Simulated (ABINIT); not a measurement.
# ZnS (F-43m) in ABINIT: a series of runs, part 2 of 2

ABINIT 10.8.3 (patched build).

## Step 5: Band structure, PW91

Input file run.abi:

```
# Datasets: ground state, then fixed potential
ndtset 2

# Pseudopotentials
pp_dirpath "./"
pseudos "Zn.GGA_PBE-JTH.xml, S.GGA_PBE-JTH.xml"

# Structure
acell 7.2210310021 7.2210310021 7.2210310021
rprim
     0.0000000000     0.7071067812     0.7071067812
     0.7071067812     0.0000000000     0.7071067812
     0.7071067812     0.7071067812     0.0000000000
ntypat 2
znucl 30 16
natom 2
typat 1 2
xred
     0.7500000000     0.7500000000     0.7500000000
     0.0000000000     0.0000000000     0.0000000000

# Plane-wave basis
ecut 20.0
pawecutdg 40.0

# Exchange and correlation
ixc -109134

# Bands and occupations
occopt 3
tsmear 0.00183747

# SCF cycle
nstep 100

# Output
iomode 3
prtwf 0
prteig 0
prtebands 0
prtden1 1

# Dataset 1
kptopt1 1
ngkpt1 9 9 9
nshiftk1 1
shiftk1 0.0 0.0 0.0
nband1 13
tolvrs1 1.0e-9

# Dataset 2: bands along G-X-W-K-G-L-U-W-L-K
iscf2 -2
getden2 1
nband2 17
nbdbuf2 2
tolwfr2 1.0e-12
kptopt2 -9
ndivsm2 5
prteig2 1
kptbounds2
     0.0000000000     0.0000000000     0.0000000000
     0.5000000000     0.0000000000     0.5000000000
     0.5000000000     0.2500000000     0.7500000000
     0.3750000000     0.3750000000     0.7500000000
     0.0000000000     0.0000000000     0.0000000000
     0.5000000000     0.5000000000     0.5000000000
     0.6250000000     0.2500000000     0.6250000000
     0.5000000000     0.2500000000     0.7500000000
     0.5000000000     0.5000000000     0.5000000000
     0.3750000000     0.3750000000     0.7500000000
```

The run is started by

```sh
> abinit run.abi > log 2>&1
```

Run time: 76 s. Hardware: 1 thread of Arm Neoverse V2, shared host; peak memory 0.12 GiB.

It converged, with:

| Quantity | Value |
| --- | --- |
| Free energy | -2035.2648 eV |
| Band gap on the k mesh | 2.07 eV, direct |
| Valence electrons inside the program's atomic spheres | Zn 10.79; S 3.61 |

Levels at the corners of the path, in eV from the valence-band top:
| point | band 6 | band 7 | band 8 | band 9 | band 10 | band 11 | band 12 | band 13 |
| --- | --- | --- | --- | --- | --- | --- | --- | --- |
| Γ | -5.88 | 0.00 | 0.00 | 0.00 | 2.07 | 6.38 | 6.38 | 6.38 |
| X | -5.66 | -4.57 | -2.21 | -2.21 | 3.40 | 4.06 | 10.93 | 11.92 |
| W | -5.48 | -4.59 | -2.74 | -2.71 | 5.69 | 6.00 | 7.84 | 8.20 |
| K | -5.53 | -4.62 | -3.11 | -1.80 | 4.12 | 5.94 | 9.35 | 9.74 |
| Γ | -5.88 | 0.00 | 0.00 | 0.00 | 2.07 | 6.38 | 6.38 | 6.38 |
| L | -5.68 | -5.29 | -0.86 | -0.86 | 3.28 | 6.91 | 6.91 | 8.85 |
| U | -5.53 | -4.62 | -3.11 | -1.80 | 4.12 | 5.94 | 9.35 | 9.74 |
| W | -5.48 | -4.59 | -2.74 | -2.71 | 5.69 | 6.00 | 7.84 | 8.20 |
| L | -5.68 | -5.29 | -0.86 | -0.86 | 3.28 | 6.91 | 6.91 | 8.85 |
| K | -5.53 | -4.62 | -3.11 | -1.80 | 4.12 | 5.94 | 9.35 | 9.74 |

Caveat: the cutoff is too short for stress, so the log's stress isn't used; the PAW data sets were made with another functional, which shifts forces and pressure a little.

## Step 6: Band structure, PBE

run.abi: that of step 5 with these lines changed.

```diff
@@ -5,6 +5,6 @@
 pp_dirpath "./"
-pseudos "Zn.GGA_PBE-JTH.xml, S.GGA_PBE-JTH.xml"
+pseudos "30_Zn_20_1.9_2.3_pbe_n_v1.0.psp8, 16_S_6_1.8_1.9_pbe_n_v1.0.psp8"
 
 # Structure
-acell 7.2210310021 7.2210310021 7.2210310021
+acell 3.8212050455 3.8212050455 3.8212050455 Angstrom
 rprim
@@ -22,7 +22,6 @@
 # Plane-wave basis
-ecut 20.0
-pawecutdg 40.0
+ecut 34.0
 
 # Exchange and correlation
-ixc -109134
+ixc 11
 
@@ -40,3 +39,8 @@
 prtebands 0
+enunit 1
 prtden1 1
+prtvha1 1
+prtvclmb1 1
+prtpot1 1
+prtelf1 1
 
@@ -47,4 +51,4 @@
 shiftk1 0.0 0.0 0.0
-nband1 13
-tolvrs1 1.0e-9
+nband1 17
+tolvrs1 1.0e-10
 
@@ -53,3 +57,3 @@
 getden2 1
-nband2 17
+nband2 21
 nbdbuf2 2
@@ -59,2 +63,3 @@
 prteig2 1
+prtvol2 -3
 kptbounds2
```

Potentials or basis: SPMS NC PBE v1.0.

The run is started by

```sh
> abinit run.abi > log 2>&1
```

run.abo:

```text
.Version 10.8.3 of ABINIT
 DATASET    1 : space group F-4 3 m (#216); Bravais cF (face-center cubic)
================================================================================
 Values of the parameters that define the memory need for DATASET  1.
     intxc =       0    ionmov =       0      iscf =       7    lmnmax =       6
     lnmax =       6     mgfft =      40  mpssoang =       3    mqgrid =    3001
     natom =       2  nloc_mem =       1    nspden =       1   nspinor =       1
    nsppol =       1      nsym =      24    n1xccc =    2501    ntypat =       2
    occopt =       3   xclevel =       2
       mpw =        2550          nfft =       64000          nkpt =          35
================================================================================
================================================================================

 DATASET    2 : space group F-4 3 m (#216); Bravais cF (face-center cubic)
================================================================================
 Values of the parameters that define the memory need for DATASET  2.
     intxc =       0    ionmov =       0      iscf =      -2    lmnmax =       6
     lnmax =       6     mgfft =      40  mpssoang =       3    mqgrid =    3001
     natom =       2  nloc_mem =       1    nspden =       1   nspinor =       1
    nsppol =       1      nsym =      24    n1xccc =    2501    ntypat =       2
    occopt =       3   xclevel =       2
       mpw =        2561          nfft =       64000          nkpt =          87
[... 1040 lines left out ...]
   9.33405   12.80923   14.25250   15.34705   17.48384
 kpt#   5, nband= 21, wtk=  1.00000, kpt=  0.1429  0.0000  0.1429 (reduced coord)
[... 317 lines left out ...]
  -3.32579   -3.06645   -2.29475   -0.19863    1.03590    6.95484    8.85086   11.02969
  11.03844   13.70046   14.71265   17.58578   18.34987
 kpt#  85, nband= 21, wtk=  1.00000, kpt=  0.4028  0.4028  0.6944 (reduced coord)
-122.43311  -76.58165  -76.58160  -76.58155   -9.49094   -3.74447   -3.60298   -3.42993
  -3.32444   -3.04168   -2.19657   -0.46771    0.90135    6.85080    8.86325   11.19885
  11.48236   13.36927   14.62706   18.02868   19.02044
 kpt#  86, nband= 21, wtk=  1.00000, kpt=  0.3889  0.3889  0.7222 (reduced coord)
-122.43311  -76.58164  -76.58161  -76.58156   -9.45634   -3.75362   -3.58118   -3.43975
  -3.32088   -3.01645   -2.14241   -0.61434    0.78155    6.72582    8.70672   11.54156
  11.90073   13.13746   14.64619   18.20885   19.64296
 kpt#  87, nband= 21, wtk=  1.00000, kpt=  0.3750  0.3750  0.7500 (reduced coord)
-122.43311  -76.58165  -76.58161  -76.58156   -9.43598   -3.76462   -3.56535   -3.45346
  -3.31502   -3.00472   -2.12747   -0.61851    0.68374    6.61500    8.44311   11.84224
  12.22875   13.13491   14.81109   18.07881   19.34476

== END DATASET(S) ==============================================================
================================================================================

 -outvars: echo values of variables after computation  --------
            acell      7.2210310069E+00  7.2210310069E+00  7.2210310069E+00 Bohr
           etotal1    -2.0830952951E+02
            fcart1    -3.3684168923E-27 -3.3684168923E-27  1.0105250677E-26
                       3.3684168923E-27  3.3684168923E-27 -1.0105250677E-26
            rprim      0.0000000000E+00  7.0710678120E-01  7.0710678120E-01
                       7.0710678120E-01  0.0000000000E+00  7.0710678120E-01
                       7.0710678120E-01  7.0710678120E-01  0.0000000000E+00
           strten1    -6.1158340227E-05 -6.1158340227E-05 -6.1158340227E-05
                       0.0000000000E+00  0.0000000000E+00  0.0000000000E+00
           xangst      4.0530000000E+00  4.0530000000E+00  4.0530000000E+00
                       0.0000000000E+00  0.0000000000E+00  0.0000000000E+00
             xred      7.5000000000E-01  7.5000000000E-01  7.5000000000E-01
                       0.0000000000E+00  0.0000000000E+00  0.0000000000E+00
 Calculation completed.
```

Run time: 2.2 min. Hardware: 1 thread of Arm Neoverse V2, shared host; peak memory 0.14 GiB.

Results:

```
Free energy                                           : -5668.3911 eV
Pressure                                              : 1.8 GPa
Band gap on the k mesh                                : 2.11 eV, direct
Band gap along the path                               : 2.11 eV, direct
Valence electrons inside the program's atomic spheres : Zn 18.12; S 3.93
```

Levels at the corners of the path, in eV from the valence-band top:
```tsv
point	band 10	band 11	band 12	band 13	band 14	band 15	band 16	band 17
Γ	-5.83	0.00	0.00	0.00	2.11	6.38	6.38	6.38
X	-5.62	-4.55	-2.21	-2.21	3.41	4.07	10.96	11.94
W	-5.44	-4.58	-2.74	-2.71	5.70	6.03	7.86	8.20
K	-5.49	-4.61	-3.10	-1.80	4.13	5.96	9.36	9.74
Γ	-5.83	0.00	0.00	0.00	2.11	6.38	6.38	6.38
L	-5.63	-5.28	-0.86	-0.86	3.31	6.91	6.91	8.87
U	-5.49	-4.61	-3.10	-1.80	4.13	5.96	9.36	9.74
W	-5.44	-4.58	-2.74	-2.71	5.70	6.03	7.86	8.20
L	-5.63	-5.28	-0.86	-0.86	3.31	6.91	6.91	8.87
K	-5.49	-4.61	-3.10	-1.80	4.13	5.96	9.36	9.74
```

## Step 7: Summary

| task | level | potentials or basis | cutoff (eV) | fine-grid cutoff | gap on the mesh (eV) |
| --- | --- | --- | --- | --- | --- |
| equation of state | LDA-Teter | JTH PAW LDA v2.0 | 544 | 1088.46 eV | - |
| band structure | BLYP | JTH PAW PBE v2.0 | 544 | 1088.46 eV | 2.09 |
| band structure | PW91 | JTH PAW PBE v2.0 | 544 | 1088.46 eV | 2.07 |
| band structure | PBE | SPMS NC PBE v1.0 | 925 | - | 2.11 |

Alike in all rows: no spin polarisation; cell as given; k mesh 9 × 9 × 9; smearing fermi-dirac 0.05 eV.

Caveats: the PAW data sets were made with another functional, which shifts forces and pressure a little (some runs); pressures at fixed basis lie under the slope of the energies (some runs).

Total energies depend on the potentials used, so only differences within one code and one set of settings carry meaning.

## Step 8: Comparison with measurements

Step 4. Measured gap of ZnS: 3.85 eV (direct; 19 K; quoted in “Electronic, vibrational, and thermodynamic properties of ZnS (zincblende and rocksalt structure)”, 2009, arxiv:0911.5022). This calculation gives 2.09 eV (-1.76 eV). The value is that of BLYP, without temperature or zero-point motion. Semilocal functionals fall short of measured gaps as a rule.

Step 5. A measured gap of ZnS is 3.85 eV (direct; 19 K; quoted in “Electronic, vibrational, and thermodynamic properties of ZnS (zincblende and rocksalt structure)”, 2009, arxiv:0911.5022); the calculated 2.07 eV misses it by -1.78 eV. The value is that of PW91, without temperature or zero-point motion. Semilocal functionals fall short of measured gaps as a rule.

Step 6. Measured gap of ZnS: 3.85 eV (direct; 19 K; quoted in “Electronic, vibrational, and thermodynamic properties of ZnS (zincblende and rocksalt structure)”, 2009, arxiv:0911.5022). This calculation gives 2.11 eV (-1.74 eV). The value is that of PBE, without temperature or zero-point motion. Semilocal functionals fall short of measured gaps as a rule.
